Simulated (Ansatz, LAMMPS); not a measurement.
# Squeezing and shearing amorphous Al2O3 at 3.05 g/cm^3 (90 atoms)

How stiff is amorphous Al2O3 at 3.05 g/cm^3 (90 atoms), and how do its levels respond to strain?

Main program and level: Ansatz 0.2.0; Kohn-Sham DFT, PBE, PAW (set soft_2), plane waves.

### 1. The starting structure

The cell holds 90 atoms: 36 Al and 54 O. Cell: a = 9.997 Å, b = 9.997 Å, c = 9.997 Å, α = 90.0°, β = 90.0°, γ = 90.0°. 90 atoms (36 Al, 54 O) placed at random at 3.05 g/cm³, melted at 5000 K for 10 ps at fixed volume with the Morse and Coulomb pair potential with partial charges (Pedone, Malavasi, Menziani, Cormack and Segre, J. Phys. Chem. B 110, 11780 (2006)). Quenched from 5000 K to 300 K at 50 K/ps and fixed volume, held 5 ps, then minimised at fixed cell.

Limits known from the start: The quench rate of 50 K/ps far exceeds what a furnace or splat quench reaches, so expect more defects and frozen-in strain than in a real sample. The starting topology of bonds comes from the classical model, and needn't be the one that DFT or experiment would give. Only the Γ point is sampled.

### 2. Single point at the start

A single point comes first, to see the forces before anything moves.

input.yaml

```yaml
crystal:
  lattice:
    - [9.9973, 0.0, 0.0]
    - [0.0, 9.9973, 0.0]
    - [0.0, 0.0, 9.9973]
  atoms:
    - { symbol: Al, position: [0.93878, 0.49719, 0.5196] }
    - { symbol: Al, position: [0.37546, 0.64822, 0.5628] }
    - { symbol: Al, position: [0.47858, 0.49674, 0.07372] }
    - { symbol: Al, position: [0.1673, 0.17558, 0.35072] }
    - { symbol: Al, position: [0.02076, 0.99935, 0.09971] }
    - { symbol: Al, position: [0.74255, 0.39364, 0.91041] }
    - { symbol: Al, position: [0.08166, 0.94562, 0.53779] }
    - { symbol: Al, position: [0.48241, 0.07654, 0.91155] }
    - { symbol: Al, position: [0.24314, 0.746, 0.07564] }
    - { symbol: Al, position: [0.26702, 0.50365, 0.31224] }
    - { symbol: Al, position: [0.08401, 0.30293, 0.12352] }
    - { symbol: Al, position: [0.64452, 0.16026, 0.39724] }
    - { symbol: Al, position: [0.93127, 0.7349, 0.70583] }
    - { symbol: Al, position: [0.02648, 0.36831, 0.80255] }
    - { symbol: Al, position: [0.29014, 0.30819, 0.88088] }
    - { symbol: Al, position: [0.72766, 0.81098, 0.91292] }
    - { symbol: Al, position: [0.7574, 0.7182, 0.22869] }
    - { symbol: Al, position: [0.2365, 0.38791, 0.60736] }
    - { symbol: Al, position: [0.54822, 0.29351, 0.67606] }
    - { symbol: Al, position: [0.26759, 0.85771, 0.32065] }
    - { symbol: Al, position: [0.02688, 0.72344, 0.29135] }
    - { symbol: Al, position: [0.52897, 0.87977, 0.45032] }
    - { symbol: Al, position: [0.3211, 0.08726, 0.5516] }
    - { symbol: Al, position: [0.54665, 0.90906, 0.17216] }
    - { symbol: Al, position: [0.60707, 0.98176, 0.70382] }
    - { symbol: Al, position: [0.81069, 0.38886, 0.2786] }
    - { symbol: Al, position: [0.80872, 0.90988, 0.48818] }
    - { symbol: Al, position: [0.95469, 0.61261, 0.98967] }
    - { symbol: Al, position: [0.87459, 0.09365, 0.85977] }
    - { symbol: Al, position: [0.90865, 0.20343, 0.54705] }
    - { symbol: Al, position: [0.56743, 0.57973, 0.36259] }
    - { symbol: Al, position: [0.45289, 0.74524, 0.86339] }
    - { symbol: Al, position: [0.20682, 0.63201, 0.81975] }
    - { symbol: Al, position: [0.66506, 0.58306, 0.67764] }
    - { symbol: Al, position: [0.72426, 0.14312, 0.1028] }
    - { symbol: Al, position: [0.1965, 0.98732, 0.84244] }
    - { symbol: O, position: [0.37997, 0.3175, 0.71212] }
    - { symbol: O, position: [0.50368, 0.91169, 0.84252] }
    - { symbol: O, position: [0.03141, 0.1057, 0.46493] }
    - { symbol: O, position: [0.90455, 0.66925, 0.14426] }
    - { symbol: O, position: [0.85122, 0.0269, 0.10453] }
    - { symbol: O, position: [0.93429, 0.37118, 0.16395] }
    - { symbol: O, position: [0.4464, 0.51073, 0.25783] }
    - { symbol: O, position: [0.09209, 0.68936, 0.70767] }
    - { symbol: O, position: [0.72351, 0.53717, 0.30498] }
    - { symbol: O, position: [0.77953, 0.22518, 0.95392] }
    - { symbol: O, position: [0.57474, 0.14901, 0.77496] }
    - { symbol: O, position: [0.11068, 0.29385, 0.949] }
    - { symbol: O, position: [0.6456, 0.47097, 0.02804] }
    - { symbol: O, position: [0.83391, 0.60489, 0.62285] }
    - { symbol: O, position: [0.58165, 0.00367, 0.3303] }
    - { symbol: O, position: [0.19906, 9.0e-05, 0.65949] }
    - { symbol: O, position: [0.11549, 0.83632, 0.41096] }
    - { symbol: O, position: [0.3791, 0.78608, 0.45818] }
    - { symbol: O, position: [0.47028, 0.01152, 0.57912] }
    - { symbol: O, position: [0.37669, 0.86479, 0.17767] }
    - { symbol: O, position: [0.93403, 0.88209, 0.60803] }
    - { symbol: O, position: [0.39103, 0.36758, 0.00078] }
    - { symbol: O, position: [0.12748, 0.62475, 0.98046] }
    - { symbol: O, position: [0.28652, 0.51647, 0.49496] }
    - { symbol: O, position: [0.19235, 0.35398, 0.26218] }
    - { symbol: O, position: [0.70959, 0.23699, 0.25066] }
    - { symbol: O, position: [0.20074, 0.45409, 0.79006] }
    - { symbol: O, position: [0.65779, 0.41716, 0.74733] }
    - { symbol: O, position: [0.84753, 0.82299, 0.34608] }
    - { symbol: O, position: [0.77326, 0.08617, 0.50202] }
    - { symbol: O, position: [0.36406, 0.6688, 0.73137] }
    - { symbol: O, position: [0.40763, 0.64703, 0.00209] }
    - { symbol: O, position: [0.24682, 0.24074, 0.50995] }
    - { symbol: O, position: [0.27868, 0.03148, 0.38218] }
    - { symbol: O, position: [0.00302, 0.58394, 0.39318] }
    - { symbol: O, position: [0.25445, 0.83642, 0.90884] }
    - { symbol: O, position: [0.54899, 0.58668, 0.5399] }
    - { symbol: O, position: [0.92392, 0.20055, 0.72663] }
    - { symbol: O, position: [0.90597, 0.46732, 0.88446] }
    - { symbol: O, position: [0.88176, 0.73436, 0.87707] }
    - { symbol: O, position: [0.86204, 0.34675, 0.45109] }
    - { symbol: O, position: [0.04532, 0.39735, 0.61899] }
    - { symbol: O, position: [0.31445, 0.11716, 0.88708] }
    - { symbol: O, position: [0.03413, 0.01845, 0.9128] }
    - { symbol: O, position: [0.75754, 0.96425, 0.82166] }
    - { symbol: O, position: [0.10504, 0.85931, 0.15034] }
    - { symbol: O, position: [0.56781, 0.06238, 0.06189] }
    - { symbol: O, position: [0.667, 0.80533, 0.07801] }
    - { symbol: O, position: [0.57023, 0.26615, 0.50764] }
    - { symbol: O, position: [0.62717, 0.69325, 0.81101] }
    - { symbol: O, position: [0.59305, 0.75189, 0.31787] }
    - { symbol: O, position: [0.6612, 0.85952, 0.57145] }
    - { symbol: O, position: [0.21922, 0.65626, 0.24136] }
    - { symbol: O, position: [0.09359, 0.13507, 0.18724] }
kpoints:
  mp_grid: { grid: [1, 1, 1] }
hamiltonian:
  xc: pbe
scf:
  occupations: { method: fixed }
output:
  forces: true
```

On the command line:

```sh
ansatz run input.yaml --threads 4 --pin off --max-ram 8192MiB --backend cpu --events-out ev --progress --plain --runs-dir out
```

Numbers of over 12 decimals in the logs are rounded to 6 here.

What it wrote:

```text
[...]
Pseudopotentials: kind: paw
Pseudopotential: Al, paw, valence charge 3, recommended cutoff 420 eV (normal), Al.paw.azcp
Pseudopotential: O, paw, valence charge 6, recommended cutoff 420 eV (normal), O.paw.azcp
[...]
Crystal: 90 atoms, lattice volume = 999.190 Å³
Basis set: ecut = 420 eV, 19549 PW (Γ), exchange–correlation on 144×144×144 points (8 copies of the dense FFT grid, shifted against one another)
Bands: 306, of which v1, the nominal top of the filled ones, is band 216 counted from 1 (215 counted from 0)
Symmetry: 1 space group operations
Space group: P1 (ITA 1), of the structure as read, at distance tolerance 1.0e-4 Å
k-points: 1
[...]
Initial density: superposition of atomic densities (neutral atoms: chi_scale 0, normalization atom), corrected by the library's trained network
Initial wavefunctions: pseudopotential atomic-orbital guess
[...]
SCF iter   1: F=—  HF=-50114.836684 eV  |F-HF|=—  |Δ(HF+E_count)|=         —  Δρ=2.30e-3  dr2=7.40e-2  ethr=1.77e-3  ⟨swp⟩=5.0  Hψ=991  notcnv=0  defer=88
preconditioner: auto → Resta (q_TF=auto, 2.372 Å⁻¹)  ε∞=3.4  [insulator: Δε(μ)=3.666 eV  Ē_g=15.727 eV  n_scr=250 (ndim 8)  ℏωp=24.4 eV  f_vac=0.030  ε∞_Penn≈3.4]
SCF iter   2: F=—  HF=-50114.830064 eV  |F-HF|=—  |Δ(HF+E_count)|=   6.62e-3  Δρ=1.28e-3  dr2=1.85e-2  ethr=1.71e-5  ⟨swp⟩=3.0  Hψ=533  notcnv=0  defer=88
SCF iter   3: F=—  HF=-50114.832195 eV  |F-HF|=—  |Δ(HF+E_count)|=   2.13e-3  Δρ=5.78e-4  dr2=5.04e-3  ethr=4.29e-6  ⟨swp⟩=2.0  Hψ=393  notcnv=0  defer=62
automatic band count: iteration 3 solves 280 bands in place of 306: the levels show a gap, and the empty bands left out lie too high to hold charge; the band table lists the bands solved (type scf.n_extra_bands for more)
SCF iter   4: F=—  HF=-50114.832207 eV  |F-HF|=—  |Δ(HF+E_count)|=   1.16e-5  Δρ=1.67e-4  dr2=2.79e-4  ethr=1.17e-6  ⟨swp⟩=2.0  Hψ=386  notcnv=0  defer=62
SCF iter   5: F=—  HF=-50114.832291 eV  |F-HF|=—  |Δ(HF+E_count)|=   8.42e-5  Δρ=1.10e-4  dr2=9.44e-5  ethr=6.46e-8  ⟨swp⟩=2.0  Hψ=409  notcnv=0  defer=62
SCF iter   6: F=—  HF=-50114.834170 eV  |F-HF|=—  |Δ(HF+E_count)|=   1.88e-3  Δρ=2.88e-5  dr2=7.76e-6  ethr=2.19e-8  ⟨swp⟩=3.0  Hψ=450  notcnv=0  defer=57
SCF iter   7: F=—  HF=-50114.834175 eV  |F-HF|=—  |Δ(HF+E_count)|=   5.33e-6  Δρ=8.13e-6  dr2=6.91e-7  ethr=1.80e-9  ⟨swp⟩=2.0  Hψ=392  notcnv=0  defer=57
SCF iter   8: F=—  HF=-50114.834176 eV  |F-HF|=—  |Δ(HF+E_count)|=   1.06e-6  Δρ=6.29e-6  dr2=3.02e-7  ethr=1.60e-10  ⟨swp⟩=2.0  Hψ=439  notcnv=0  defer=57
SCF iter   9: F=-50114.834176 eV  HF=-50114.834176 eV  |F-HF|=1.11e-8  |Δ(HF+E_count)|=   1.99e-8  Δρ=1.40e-6  dr2=1.69e-8  ethr=2.31e-11  ⟨swp⟩=2.0  Hψ=913  notcnv=0
SCF 1 converged in 9 iterations: F = -50114.834176 eV  dr2 = 1.69e-8
[...]
SCF converged after 9 iterations
Free energy (F): -50114.834176 eV
Harris-Foulkes:  -50114.834176 eV  (|F-HF|=1.11e-8)
Internal energy: -50114.834176 eV  (E = F + TS)
E sigma→0 (E₀):  -50114.834176 eV
Fermi energy:    5.110350 eV
--- Per-component energies (eV) ---
[...]
Σ components = -50114.834176   (vs F -50114.834176, Δ=0.00e0)
--- Forces (eV/Å), atoms counted from 1 ---
  atom   1  Al    -0.22236448    -0.03891122     0.16064396
  atom   2  Al     0.65725139     0.23696652    -0.10005558
  atom   3  Al     0.18081860    -0.34026119    -0.54249881
  atom   4  Al     0.00816873     0.04265061     0.18579944
[...]
atom  90  O      0.55090031     0.27957939     0.21648058
  max |Σ_I F_I| component: 5.11e-5 eV/Å
```

Run time: 5.7 s. Hardware: 4 threads of Intel Xeon Platinum 8488C (Sapphire Rapids), shared host; peak memory 1.2 GiB.

In the SCF lines HF is the Harris–Foulkes energy and dr2 the Hartree energy of the density residual, in eV; the loop may stop once dr2 is under the threshold and the program's other checks hold. Hψ counts applications of the Hamiltonian.

The r.m.s. force at the start is 0.43 eV/Å.

### 3. Cell and atoms relaxed

Cell and atoms are freed together, to release stress as well as forces.

input.yaml

```yaml
crystal:
  lattice:
    - [9.9973, 0.0, 0.0]
    - [0.0, 9.9973, 0.0]
    - [0.0, 0.0, 9.9973]
  atoms:
    [... the 90 atom lines of step 2 ...]
kpoints:
  mp_grid: { grid: [1, 1, 1] }
hamiltonian:
  xc: pbe
scf:
  occupations: { method: fixed }
output:
  forces: true
relax:
  f_tol: 0.05
  max_steps: 150
  cell: {}
```

What it wrote:

```text
[...]
Crystal: 90 atoms, lattice volume = 999.190 Å³
Basis set: ecut = 420 eV, 19549 PW (Γ), exchange–correlation on 144×144×144 points (8 copies of the dense FFT grid, shifted against one another)
Bands: 306, of which v1, the nominal top of the filled ones, is band 216 counted from 1 (215 counted from 0)
Symmetry: 1 space group operations
[...]
k-points: 1
[...]
SCF iter   1: F=—  HF=-50114.836684 eV  |F-HF|=—  |Δ(HF+E_count)|=         —  Δρ=2.30e-3  dr2=7.40e-2  ethr=1.77e-3  ⟨swp⟩=5.0  Hψ=991  notcnv=0  defer=88
[...]
SCF iter   9: F=-50114.834176 eV  HF=-50114.834176 eV  |F-HF|=1.11e-8  |Δ(HF+E_count)|=   1.98e-8  Δρ=1.40e-6  dr2=1.69e-8  ethr=2.31e-11  ⟨swp⟩=2.0  Hψ=913  notcnv=0
SCF 1 converged in 9 iterations: F = -50114.834176 eV  dr2 = 1.69e-8
[...]
relax step   1: F+E_penalty+E_count = -50114.83417595 eV  Δ(F+E_penalty+E_count) = +0.000e0 eV  max|allowed force component| = 1.508e0 eV/Å  Δτ_max = 0.0000 Å  P = +2.429 GPa  Ω = 999.190 Å³  (9 SCF iters, dr2 threshold 1.00e-7 eV, accepted)
[... from here on, the SCF cycles and remarks between the steps are left out ...]
relax step   2: F+E_penalty+E_count = -50115.99644046 eV  Δ(F+E_penalty+E_count) = -1.162e0 eV  max|allowed force component| = 8.419e-1 eV/Å  Δτ_max = 0.0546 Å  P = +1.344 GPa  Ω = 1000.939 Å³  energy of the carried Pulay correction = -7.084e-3 eV  (7 SCF iters, dr2 threshold 9.00e-6 eV, accepted)
relax step   3: F+E_penalty+E_count = -50116.53375783 eV  Δ(F+E_penalty+E_count) = -5.373e-1 eV  max|allowed force component| = 3.694e-1 eV/Å  Δτ_max = 0.0675 Å  P = -0.167 GPa  Ω = 1004.206 Å³  energy of the carried Pulay correction = -2.028e-2 eV  (7 SCF iters, dr2 threshold 9.00e-6 eV, accepted)
relax step   4: F+E_penalty+E_count = -50116.83399309 eV  Δ(F+E_penalty+E_count) = -3.002e-1 eV  max|allowed force component| = 2.472e-1 eV/Å  Δτ_max = 0.2000 Å  P = -0.204 GPa  Ω = 1001.638 Å³  energy of the carried Pulay correction = -9.913e-3 eV  (7 SCF iters, dr2 threshold 8.53e-6 eV, accepted)
relax step   5: F+E_penalty+E_count = -50116.90939292 eV  Δ(F+E_penalty+E_count) = -7.540e-2 eV  max|allowed force component| = 6.789e-2 eV/Å  Δτ_max = 0.2000 Å  P = -0.039 GPa  Ω = 997.147 Å³  energy of the carried Pulay correction = +8.293e-3 eV  (7 SCF iters, dr2 threshold 3.82e-6 eV, accepted)
relax step   6: F+E_penalty+E_count = -50116.91192073 eV  Δ(F+E_penalty+E_count) = -2.528e-3 eV  max|allowed force component| = 1.461e-2 eV/Å  Δτ_max = 0.0564 Å  P = +0.001 GPa  Ω = 997.889 Å³  energy of the carried Pulay correction = +5.280e-3 eV  (7 SCF iters, dr2 threshold 2.88e-7 eV, accepted)
relax step   7: F+E_penalty+E_count = -50116.92838907 eV  Δ(F+E_penalty+E_count) = -1.647e-2 eV  max|allowed force component| = 1.535e-2 eV/Å  Δτ_max = 0.0000 Å  P = +0.029 GPa  Ω = 997.889 Å³  stress off target by 2.76e-1 GPa  SCF on the basis re-selected at this cell (its energy is not comparable with the rows above)  (7 SCF iters)
relax step   8: F+E_penalty+E_count = -50116.93000613 eV  Δ(F+E_penalty+E_count) = -1.617e-3 eV  max|allowed force component| = 8.805e-3 eV/Å  Δτ_max = 0.0122 Å  P = +0.004 GPa  Ω = 998.034 Å³  energy of the carried Pulay correction = -8.390e-4 eV  (6 SCF iters, dr2 threshold 1.91e-7 eV, accepted)
relax step   9: F+E_penalty+E_count = -50116.93139505 eV  Δ(F+E_penalty+E_count) = -1.389e-3 eV  max|allowed force component| = 8.860e-3 eV/Å  Δτ_max = 0.0000 Å  P = +0.005 GPa  Ω = 998.034 Å³  stress off target by 1.78e-2 GPa  SCF on the basis re-selected at this cell (its energy is not comparable with the rows above)  (6 SCF iters)
[...]
SCF converged after 6 iterations
Free energy (F): -50116.931395 eV
[...]
Internal energy: -50116.931395 eV  (E = F + TS)
E sigma→0 (E₀):  -50116.931395 eV
Fermi energy:    5.264992 eV
[...]
--- Forces (eV/Å), atoms counted from 1 ---
  atom   1  Al    -0.00424868     0.00396968    -0.00090521
  atom   2  Al     0.00121976     0.00062872    -0.00175985
  atom   3  Al     0.00336841     0.00006657     0.00227685
  atom   4  Al     0.00004893    -0.00264704     0.00195772
  atom   5  Al    -0.00373416    -0.00205498    -0.00060467
  atom   6  Al    -0.00044627    -0.00004744    -0.00043521
  atom   7  Al    -0.00359756     0.00039353     0.00210073
  atom   8  Al     0.00048486     0.00256649     0.00055327
  atom   9  Al    -0.00062299     0.00189802     0.00132381
  atom  10  Al     0.00020545     0.00384988     0.00224382
  atom  11  Al    -0.00056166    -0.00133613     0.00254202
  atom  12  Al     0.00035521    -0.00078025     0.00056272
  atom  13  Al    -0.00037794     0.00211956    -0.00245185
  atom  14  Al    -0.00286362    -0.00295042    -0.00176632
[...]
atom  89  O      0.00521739    -0.00173226    -0.00314036
  atom  90  O      0.00187110     0.00204159    -0.00083775
  max |Σ_I F_I| component: 1.11e-4 eV/Å
--- Stress (GPa, compression-positive) ---
        0.017124      -0.003585      -0.001432
       -0.003580      -0.000517      -0.004428
       -0.001445      -0.004407      -0.000377
  P = ⅓ Tr σ = 0.0054 GPa (0.054 kbar)
--- Relaxed structure (7 steps of the walk, 7 accepted, 2 SCFs on fresh bases) ---
  F+E_penalty+E_count = -50116.93139505 eV   max|allowed force component| = 8.860e-3 eV/Å   (the final SCF, on the basis selected at the relaxed cell)
  cell:  # Å, volume = 998.0340 Å³
    - [10.263256, -0.00766137, 0.046780]
    - [-0.00766137, 9.864958, -0.028963]
    - [0.046780, -0.028963, 9.857762]
  atoms:
    - { symbol: Al, position: [0.943927, 0.502914, 0.522271] }
    - { symbol: Al, position: [0.378023, 0.645314, 0.558945] }
    - { symbol: Al, position: [0.479783, 0.488953, 0.067286] }
    - { symbol: Al, position: [0.169517, 0.174633, 0.349987] }
[...]
- { symbol: O, position: [0.084464, 0.135250, 0.190418] }
```

The job ended after 57 s (4 threads; peak memory 1.2 GiB; 3.1 min of CPU time).

The relaxation converged after 7 steps, with a largest force component of 0.0089 eV/Å.

### 4. Single point at the relaxed geometry

One more single point at the end of the walk gives the fuller output and checks the residual forces.

input.yaml

```yaml
crystal:
  lattice:
    - [10.26326, -0.00766, 0.04678]
    - [-0.00766, 9.86496, -0.02896]
    - [0.04678, -0.02896, 9.85776]
  atoms:
    - { symbol: Al, position: [0.94393, 0.50291, 0.52227] }
    - { symbol: Al, position: [0.37802, 0.64531, 0.55894] }
    - { symbol: Al, position: [0.47978, 0.48895, 0.06729] }
    - { symbol: Al, position: [0.16952, 0.17463, 0.34999] }
    - { symbol: Al, position: [0.02448, 0.99552, 0.09543] }
    - { symbol: Al, position: [0.73728, 0.39813, 0.90714] }
    [... 78 atom lines left out ...]
    - { symbol: O, position: [0.56178, 0.27647, 0.50174] }
    - { symbol: O, position: [0.61785, 0.69619, 0.81175] }
    - { symbol: O, position: [0.59093, 0.75864, 0.31604] }
    - { symbol: O, position: [0.66415, 0.85942, 0.57581] }
    - { symbol: O, position: [0.22238, 0.66047, 0.2443] }
    - { symbol: O, position: [0.08446, 0.13525, 0.19042] }
kpoints:
  mp_grid: { grid: [1, 1, 1] }
hamiltonian:
  xc: pbe
scf:
  occupations: { method: fixed }
output:
  forces: true
  stress: true
  populations: intrinsic
  dos:
    method: { smearing: { sigma: 0.08 } }
    de: 0.1
    projected: { site_lists: { Al: [Al], O: [O] } }
  eigenvalues: true
  write_density: true
  write_potential: true
  volumetric_format: npy
```

What it wrote:

```text
[...]
Crystal: 90 atoms, lattice volume = 998.034 Å³
Basis set: ecut = 420 eV, 19509 PW (Γ), exchange–correlation on 144×144×144 points (8 copies of the dense FFT grid, shifted against one another)
Bands: 306, of which v1, the nominal top of the filled ones, is band 216 counted from 1 (215 counted from 0)
Symmetry: 1 space group operations
[...]
k-points: 1
[...]
SCF iter   1: F=—  HF=-50116.928684 eV  |F-HF|=—  |Δ(HF+E_count)|=         —  Δρ=2.37e-3  dr2=7.22e-2  ethr=1.77e-3  ⟨swp⟩=5.0  Hψ=1094  notcnv=0  defer=88
[...]
SCF iter   9: F=-50116.931392 eV  HF=-50116.931392 eV  |F-HF|=1.11e-8  |Δ(HF+E_count)|=   1.98e-8  Δρ=1.27e-6  dr2=1.37e-8  ethr=2.31e-11  ⟨swp⟩=6.0  Hψ=1735  notcnv=0
SCF 1 converged in 9 iterations: F = -50116.931392 eV  dr2 = 1.37e-8
[...]
SCF converged after 9 iterations
Free energy (F): -50116.931392 eV
[...]
Internal energy: -50116.931392 eV  (E = F + TS)
E sigma→0 (E₀):  -50116.931392 eV
Fermi energy:    5.264904 eV
[...]
--- Forces (eV/Å), atoms counted from 1 ---
  atom   1  Al    -0.00529021     0.00388551     0.00006803
  atom   2  Al     0.00182610     0.00137994    -0.00011070
  atom   3  Al     0.00360344     0.00031141     0.00161716
  atom   4  Al    -0.00048932    -0.00239868     0.00122083
  atom   5  Al    -0.00346043    -0.00175588    -0.00192421
  atom   6  Al    -0.00110409     0.00079334    -0.00057049
  atom   7  Al    -0.00471976     0.00060262     0.00104459
  atom   8  Al    -0.00004790     0.00298900    -0.00041096
  atom   9  Al    -0.00129731     0.00237884     0.00140983
  atom  10  Al    -0.00021565     0.00406772     0.00211061
  atom  11  Al    -0.00080851    -0.00143043     0.00148105
  atom  12  Al    -0.00090211     0.00123527     0.00016714
  atom  13  Al    -0.00119870     0.00120376    -0.00195476
  atom  14  Al    -0.00349765    -0.00333874    -0.00180554
[...]
atom  89  O      0.00504167    -0.00142416    -0.00358034
  atom  90  O      0.00223847     0.00204280    -0.00038362
  max |Σ_I F_I| component: 8.44e-5 eV/Å
--- Stress (GPa, compression-positive) ---
        0.017566      -0.003594      -0.000741
       -0.003589      -0.000591      -0.004684
       -0.000754      -0.004663      -0.001194
  P = ⅓ Tr σ = 0.0053 GPa (0.053 kbar)
--- Band table (eV) ---
[...]
--- intrinsic populations: 90 sites ---
  site symbol       q [e]
     0     Al      1.6627
     1     Al      1.6244
     2     Al      1.6614
[...]
89      O      6.9121
  spilling = 0.000000 (of n_electrons = 432.000000)
```

Elapsed: 19 s, on 4 threads; peak memory 1.3 GiB.

The run gave:

```
free energy                                      : -50116.9314 eV
free energy per atom                             : -556.8548 eV/atom
SCF cycles                                       : 9
pressure                                         : 0.00526 GPa
r.m.s. force component                           : 0.00195 eV/Å
longest force                                    : 0.01017 eV/Å
Fermi energy                                     : 5.265 eV
gap (highest filled to lowest empty level) : 3.455 eV
```

(Continued in part 2 of 3.)

[Logs are printed without paths, hosts, clocks, repeated set-up lines and the standing remarks that a program may print on its own settings, such as how far it seeks lower states.]

[Hosts, paths, dates, database ids (printed as entryN), source tags and the programs' standing remarks are cut or masked in the printed files.]
